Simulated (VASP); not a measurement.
KCl (Sylvite):

```
CELL_PARAMETERS angstrom
0.00000 3.14647 3.14647
3.14647 0.00000 3.14647
3.14647 3.14647 0.00000
ATOMIC_POSITIONS crystal
K 0.00000 0.00000 0.00000
Cl 0.50000 0.50000 0.50000
```

- Program: VASP 6.6.1
- Task: relaxation of cell and atoms
- Functional: HF
- Potentials or basis: VASP PAW PBE potentials, release 64 (K_sv, Cl)
- Cutoff: 600 eV
- k mesh: 4 × 4 × 4
- Occupations: fermi-dirac, width 0.05 eV
- Spin: no spin polarisation

At the start: pressure 2.3 GPa; volume 31.15 Å³/atom.

Task: How do energy, volume and symmetry change on relaxing?

Result: Over 3 steps the energy falls by 24.2 meV/atom and the volume is 34.98 Å³/atom (+12.3 %); space group Fm-3m (No. 225, to 0.05 Å).

Step by step:
| step | energy change (eV) | largest force (eV/Å) | pressure (GPa) | volume (Å³) |
| --- | --- | --- | --- | --- |
| 1 | 0.0000 | 0.0000 | 2.29 | 62.30 |
| 2 | -0.0395 | 0.0000 | 0.86 | 66.40 |
| 3 | -0.0485 | 0.0000 | -0.03 | 69.96 |

Final structure:
```yaml
crystal:
  lattice:
    - [0.00000, 3.27040, 3.27040]
    - [3.27040, 0.00000, 3.27040]
    - [3.27040, 3.27040, 0.00000]
  atoms:
    - { symbol: K, position: [0.00000, 0.00000, 0.00000] }
    - { symbol: Cl, position: [0.50000, 0.50000, 0.50000] }
```

Caveat: the k mesh is coarse (spacing up to 0.43 Å⁻¹), so the values aren't converged, least of all with exact exchange; the PAW data sets were made with another functional, which shifts forces and pressure a little; the volume moved by +12 % from the deposited cell, more than functionals usually miss.
